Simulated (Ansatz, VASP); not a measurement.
# Ni in VASP and in Ansatz

INCAR

```
SYSTEM = Ni
ALGO     = Normal         ! electronic algorithm
EDIFF    = 1E-6           ! SCF threshold, eV
ENCUT    = 520            ! plane-wave cutoff, eV
GGA      = PE             ! functional
ISIF     = 2              ! what is computed and relaxed
ISMEAR   = 0              ! smearing method
ISPIN    = 2              ! spin polarisation
LASPH    = .True.         ! aspherical terms in the spheres
LCHARG   = .False.        ! write CHGCAR
LMAXMIX  = 4              ! l up to which the mixer works
LORBIT   = 11             ! projections on sites
LREAL    = .False.        ! projectors in reciprocal space
LWAVE    = .False.        ! write WAVECAR
MAGMOM   = 0.59           ! initial moments
NBANDS   = 15             ! bands
NELM     = 150            ! most SCF steps
PREC     = Accurate       ! precision mode
SIGMA    = 0.15           ! smearing width, eV
```

File KPOINTS:

```
k-points
0
Gamma
  24 24 24
  0 0 0
```

File POSCAR:

```
Ni
1.0
   -1.2730182324      1.2730182324      1.2730182324
    1.2730182324     -1.2730182324      1.2730182324
    1.2730182324      1.2730182324     -1.2730182324
Ni
1
Direct
    0.0000000000      0.0000000000      0.0000000000
```

Input for Ansatz:

```yaml
crystal:
  lattice:
    - [-1.2730182324, 1.2730182324, 1.2730182324]
    - [1.2730182324, -1.2730182324, 1.2730182324]
    - [1.2730182324, 1.2730182324, -1.2730182324]
  atoms:
    - { symbol: Ni, position: [0.0, 0.0, 0.0], spin: 0.59 }
basis:
  ecutwfc: 420
kpoints:
  mp_grid: { grid: [24, 24, 24] }
hamiltonian:
  xc: pbe
scf:
  occupations: { method: gaussian, width: 0.15 }
output:
  forces: true
  stress: true
  eigenvalues: true
  populations: true
magnetization:
  spin_polarized: true
```

Change from the starting cell: strain -0.080 along x and y, -0.080 along z, atoms carried along.

Alike in both runs: task single point; functional PBE; k mesh 24 × 24 × 24; occupations gaussian, width 0.15 eV; collinear spin.

```csv
,VASP,Ansatz
version,VASP 6.6.1,Ansatz 0.2.0
potentials or method,"VASP PAW PBE potentials, release 64 (Ni)","scalar-relativistic, plane waves, PAW"
plane-wave cutoff (eV),520,420
valence electrons in the cell,10,18
```

VASP gave:

- gap on the k mesh at the Fermi level (eV): none
- pressure (GPa): 106.9
- net moment per atom (μB): 0.00

Problem. What did Ansatz give for the same quantities?

Solution. gap on the k mesh at the Fermi level (eV): none; pressure (GPa): 107.8; net moment per atom (μB): 0.00.

A gap of «none» marks a metal or a gap that the smearing closes. With one functional, cell and mesh, what is left measures potentials, basis and numerics. The two sets of potentials don't hold the same shells in valence. Ansatz warned: «seeded_moment_not_kept».

Caveats: the cell as given lies far from equilibrium; so large a pressure means that the cell lies far from this level's equilibrium, or that cutoff or potentials fall short (VASP).
